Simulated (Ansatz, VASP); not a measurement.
Te2Mo: VASP beside Ansatz

```
CELL_PARAMETERS angstrom
0.00000 3.49461 3.49461
3.49461 0.00000 3.49461
3.49461 3.49461 0.00000
ATOMIC_POSITIONS crystal
Te 0.25000 0.25000 0.25000
Te 0.75000 0.75000 0.75000
Mo 0.00000 0.00000 0.00000
```

Alike in both runs: task single point; functional PBE; k mesh 4 × 4 × 4; occupations gaussian, width 0.1 eV; no spin polarisation.

|  | VASP | Ansatz |
| --- | --- | --- |
| version | VASP 6.6.1 | Ansatz 0.2.0 |
| potentials or method | VASP PAW PBE potentials, release 64 (Te, Mo_sv) | scalar-relativistic, plane waves, PAW |
| plane-wave cutoff (eV) | 520 | 420 |
| valence electrons in the cell | 26 | 46 |

Ansatz gave:

- gap on the k mesh at the Fermi level (eV): none
- pressure (GPa): -9.0

Problem. Estimate VASP's values.

Solution. gap on the k mesh at the Fermi level (eV): none; pressure (GPa): -9.1.

A gap of «none» marks a metal or a gap that the smearing closes. The functional is the same, so the differences come from potentials, cutoffs and numerics. The two sets of potentials don't hold the same shells in valence.

Caveats: the k mesh is coarse (spacing up to 0.39 Å⁻¹), so the values aren't converged. Spin-orbit coupling is left out, which matters for the levels of Te.
